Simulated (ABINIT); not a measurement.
A run of ABINIT 10.8.3 (patched build) is set up as follows.

run.abi

```
# Datasets
ndtset 4

# Pseudopotentials
pp_dirpath "./"
pseudos "Fe.LDA_PW-JTH.xml, Al.LDA_PW-JTH.xml"

# Structure
acell 7.7158190112 7.7158190112 7.7158190112
rprim
     0.0000000000     0.7071067812     0.7071067812
     0.7071067812     0.0000000000     0.7071067812
     0.7071067812     0.7071067812     0.0000000000
ntypat 2
znucl 26 13
natom 4
typat 1 1 1 2
xred
            3/4            3/4            3/4
            1/4            1/4            1/4
            1/2            1/2            1/2
            0.0            0.0            0.0

# Plane-wave basis
ecut 22.0
pawecutdg 44.0

# k points
kptopt 2
ngkpt 4 4 4
nshiftk 1
shiftk 0.0 0.0 0.0

# Exchange and correlation
ixc 7

# Bands and occupations
nband 33
occopt 6
tsmear 0.1 eV

# Spin
nsppol 2
spinat
     0.0000000000     0.0000000000     3.0000000000
     0.0000000000     0.0000000000    -3.0000000000
     0.0000000000     0.0000000000     3.0000000000
     0.0000000000     0.0000000000     0.0000000000
nsym 1

# DFT+U
usepawu 1
lpawu 2 -1
upawu 2.0 0.0 eV
jpawu 0.0 0.0 eV
dmatpuopt 3

# SCF cycle
nstep 120
tolvrs 1.0e-9

# Output
prteig 0
prtebands 0
prtden 0
prtwf 0

# Linear response
irdwfk 1
macro_uj 1
pawujat 1
pawujv1 -0.15 eV
pawujv2 -0.05 eV
pawujv3 0.05 eV
pawujv4 0.15 eV
```

The input gs.abi:

```
# Pseudopotentials
pp_dirpath "./"
pseudos "Fe.LDA_PW-JTH.xml, Al.LDA_PW-JTH.xml"

# Structure
acell 7.7158190112 7.7158190112 7.7158190112
rprim
     0.0000000000     0.7071067812     0.7071067812
     0.7071067812     0.0000000000     0.7071067812
     0.7071067812     0.7071067812     0.0000000000
ntypat 2
znucl 26 13
natom 4
typat 1 1 1 2
xred
            3/4            3/4            3/4
            1/4            1/4            1/4
            1/2            1/2            1/2
            0.0            0.0            0.0

# Plane-wave basis
ecut 22.0
pawecutdg 44.0

# k points
kptopt 2
ngkpt 4 4 4
nshiftk 1
shiftk 0.0 0.0 0.0

# Exchange and correlation
ixc 7

# Bands and occupations
nband 33
occopt 6
tsmear 0.1 eV

# Spin
nsppol 2
spinat
     0.0000000000     0.0000000000     3.0000000000
     0.0000000000     0.0000000000    -3.0000000000
     0.0000000000     0.0000000000     3.0000000000
     0.0000000000     0.0000000000     0.0000000000
nsym 1

# DFT+U
usepawu 1
lpawu 2 -1
upawu 2.0 0.0 eV
jpawu 0.0 0.0 eV
dmatpuopt 3

# SCF cycle
nstep 120
tolvrs 1.0e-9

# Output
prteig 0
prtebands 0
prtden 0
```

Potentials or basis: JTH PAW LDA v2.0.

Launch:

```sh
$ abinit gs.abi > log 2>&1
$ ln -s gso_WFK runi_DS1_WFK
$ ln -s gso_WFK runi_DS2_WFK
$ ln -s gso_WFK runi_DS3_WFK
$ ln -s gso_WFK runi_DS4_WFK
$ abinit run.abi > log 2>&1
$ lruj runo_DS1_LRUJ.nc runo_DS2_LRUJ.nc runo_DS3_LRUJ.nc runo_DS4_LRUJ.nc > lruj.log 2>&1
```

Q: What does it give for the Hubbard U from linear response?

A: 6.36 eV.

Q: Estimate the site moments.

A: Fe +2.21, -2.07, +2.52; Al -0.00 μB.

Eigenvalues of the final occupation matrices:
```
  site  spin  trace               eigenvalues
atom 1     1   4.04  0.79 0.79 0.82 0.82 0.82
atom 1     2   1.85  0.17 0.17 0.50 0.50 0.50
atom 2     1   1.93  0.17 0.17 0.53 0.53 0.53
atom 2     2   3.93  0.77 0.77 0.80 0.80 0.80
atom 3     1   4.13  0.79 0.79 0.79 0.88 0.88
atom 3     2   1.63  0.12 0.12 0.46 0.46 0.46
```

Caveat: the k mesh is coarse (spacing up to 0.47 Å⁻¹), so the values aren't converged; the shifted atom has its images in every cell, so this scalar value isn't converged in cell size and belongs to these projectors alone; the U is typed as a test and isn't derived for this compound. The state reached can hang on the start; a lower one may exist.
